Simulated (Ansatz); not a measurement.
# Molecular dynamics of WC

Input:

```yaml
accuracy: low
crystal:
  lattice:
    - [-2.954943, -5.118112, 0.0]
    - [4.432415, -2.559056, 0.0]
    - [0.0, 0.0, 5.795448]
  atoms:
    - { symbol: W, position: [0.70183119, 0.49931473, 0.06218032] }
    - { symbol: C, position: [0.45032423, 0.6342813, 0.32169381] }
    - { symbol: W, position: [0.72714807, 0.49605323, 0.53932598] }
    - { symbol: C, position: [0.46714477, 0.6620718, 0.78385468] }
    - { symbol: W, position: [0.48500855, -0.01358077, 0.04288184] }
    - { symbol: C, position: [0.22834804, 0.16005604, 0.28828888] }
    - { symbol: W, position: [0.45736532, -0.03039811, 0.5373766] }
    - { symbol: C, position: [0.19011589, 0.12189353, 0.78665984] }
    - { symbol: W, position: [0.207228, 0.49212294, 0.04953629] }
    - { symbol: C, position: [-0.02315566, 0.64092602, 0.27281123] }
    - { symbol: W, position: [0.21177219, 0.50218023, 0.52955896] }
    - { symbol: C, position: [-0.01423836, 0.64214362, 0.82168687] }
    - { symbol: W, position: [-0.02639618, 0.00421555, 0.05001756] }
    - { symbol: C, position: [0.68269314, 0.15448394, 0.31987318] }
    - { symbol: W, position: [-0.04034773, -0.02792831, 0.56309513] }
    - { symbol: C, position: [0.70924543, 0.16864489, 0.81238842] }
basis:
  ecutwfc: 420.0
kpoints:
  mp_grid: { grid: [2, 2, 2] }
hamiltonian:
  xc: pbe
  pseudopotentials: { kind: paw, azcp: { folder: soft_1 } }
scf:
  occupations: { method: fermi_dirac, width: 0.17 }
  lower_state_search: "off"
md:
  timestep: 1
  n_steps: 289
  ensemble: nvt_langevin
  temperature: 1600.0
  initial_velocities: maxwell_boltzmann
  seed: 493544
  friction: 0.02
  temperature_schedule:
    - { n_steps: 217, end_temperature: 300.0 }
    - { n_steps: 72, end_temperature: 300.0 }
```

Run as:

```bash
$ ansatz run input.yaml --threads 1 --pin off --max-ram 3072MiB --backend cpu --events-out ev --progress --plain --runs-dir out
```

It goes on from the last frame of an earlier run, with new velocities.

Output, in part (step lines):

```
md step     0: t =     0.00 fs  T =  1500.0 K (target 1600.0 K)  F+E_penalty+E_count = -85093.10911542 eV  E_kin = 3.102240 eV  (9 SCF iters)
md step     1: t =     1.00 fs  T =  1454.4 K (target 1597.0 K)  F+E_penalty+E_count = -85093.15633191 eV  E_kin = 3.007999 eV  (6 SCF iters)
md step     2: t =     2.00 fs  T =  1545.0 K (target 1591.0 K)  F+E_penalty+E_count = -85093.21703247 eV  E_kin = 3.195349 eV  (6 SCF iters)
md step     3: t =     3.00 fs  T =  1595.0 K (target 1585.0 K)  F+E_penalty+E_count = -85093.29091590 eV  E_kin = 3.298624 eV  (7 SCF iters)
md step     4: t =     4.00 fs  T =  1687.3 K (target 1579.0 K)  F+E_penalty+E_count = -85093.36616661 eV  E_kin = 3.489640 eV  (6 SCF iters)
md step     5: t =     5.00 fs  T =  1602.7 K (target 1573.0 K)  F+E_penalty+E_count = -85093.44870566 eV  E_kin = 3.314717 eV  (5 SCF iters)
md step     6: t =     6.00 fs  T =  1516.1 K (target 1567.1 K)  F+E_penalty+E_count = -85093.52594688 eV  E_kin = 3.135619 eV  (5 SCF iters)
md step     7: t =     7.00 fs  T =  1522.4 K (target 1561.1 K)  F+E_penalty+E_count = -85093.57764169 eV  E_kin = 3.148542 eV  (5 SCF iters)
[... lines left out ...]
md step   288: t =   288.00 fs  T =   455.9 K (target 300.0 K)  F+E_penalty+E_count = -85095.92697902 eV  E_kin = 0.942801 eV  (5 SCF iters)
md step   289: t =   289.00 fs  T =   476.6 K (target 300.0 K)  F+E_penalty+E_count = -85095.91048519 eV  E_kin = 0.985709 eV  (6 SCF iters)
```

The steps, from the saved trajectory:

```tsv
time (fs)	T (K)	potential energy less start (eV)
0.0	1500	0.000
9.0	1561	-0.507
18.0	1467	-0.276
27.0	1529	-0.757
36.0	1246	-1.166
45.0	1133	-1.023
54.0	956	-0.390
63.0	1034	-0.525
72.0	1353	-1.094
81.0	1212	-1.141
90.0	967	-0.523
99.0	1017	-0.812
108.0	1219	-1.422
117.0	988	-1.336
126.0	959	-1.318
135.0	1045	-1.983
144.0	1041	-2.010
153.0	724	-1.569
162.0	918	-1.976
171.0	723	-1.734
180.0	613	-1.453
189.0	667	-1.877
198.0	633	-2.160
207.0	651	-2.212
216.0	627	-2.545
225.0	661	-2.738
234.0	423	-2.464
243.0	349	-2.487
252.0	298	-2.708
261.0	321	-2.684
270.0	235	-2.543
279.0	344	-2.739
288.0	456	-2.818
```

All steps were run. The schedule's set-point averaged 409 K over the second half and the system 559 K, so it lags behind the ramp. A run of 0.29 ps of so small a system gives no equilibrium averages. Limits of this set-up: coarse k mesh, low accuracy level.

Mean squared displacements from the first frame to the last, about the centre of mass: W 0.02 Å², C 0.04 Å².

Last frame:

```xyz
16
Lattice="-2.9549 -5.1181 0.0000 4.4324 -2.5591 0.0000 0.0000 0.0000 5.7954" Properties=species:S:1:pos:R:3
W 0.177 -5.125 0.240
C 1.641 -4.284 1.665
W 0.164 -5.070 3.170
C 1.619 -4.275 4.554
W -1.291 -2.482 0.244
C 0.288 -1.671 1.735
W -1.295 -2.498 3.155
C 0.186 -1.737 4.585
W 1.697 -2.564 0.202
C 3.172 -1.680 1.643
W 1.700 -2.521 3.127
C 3.149 -1.683 4.638
W 0.137 -0.006 0.243
C -1.296 -4.225 1.692
W 0.177 0.003 3.124
C -1.345 -4.225 4.519
```

The run took 25 min on 1 thread of Arm Neoverse V1 (shared host), peak memory 0.51 GiB.
